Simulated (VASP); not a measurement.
Te2Mo, 3 atoms in the cell. The cell holds a slab with vacuum, 3 atoms: a = 3.503 Å, b = 3.503 Å, c = 21.605 Å, α = 90.00°, β = 90.00°, γ = 120.00°. 

```yaml
Program: VASP 6.6.1
Task: band structure
Functional: PBE
Dispersion: D3(BJ)
Potentials_or_basis: VASP PAW PBE potentials, release 64 (Te, Mo_sv)
Cutoff: 520 eV
k_mesh: 12 × 12 × 1
Occupations: gaussian, width 0.03 eV
Spin: spin-orbit coupling, no magnetisation
Dipole_correction: yes
Further_INCAR_settings: ALGO = Normal; EDIFF = 1e-06; NBANDS = 41
```

Potentials or basis: VASP PAW PBE potentials, release 64 (Te, Mo_sv).

Command:

```console
$ cat potpaw_PBE.64/Te/POTCAR potpaw_PBE.64/Mo_sv/POTCAR > POTCAR
$ mpirun -np 1 vasp_ncl > vasp.out
```

Hardware: 1 thread of Intel(R) Xeon(R) Platinum 8488C (Sapphire Rapids), on a shared host.

Q: How long does it take, and how much memory?

A: Wall time 30 min on 1 thread of Intel(R) Xeon(R) Platinum 8488C (Sapphire Rapids), with other jobs on the host, peak memory 1.2 GiB. Counts: scf iterations 50, k points 31.
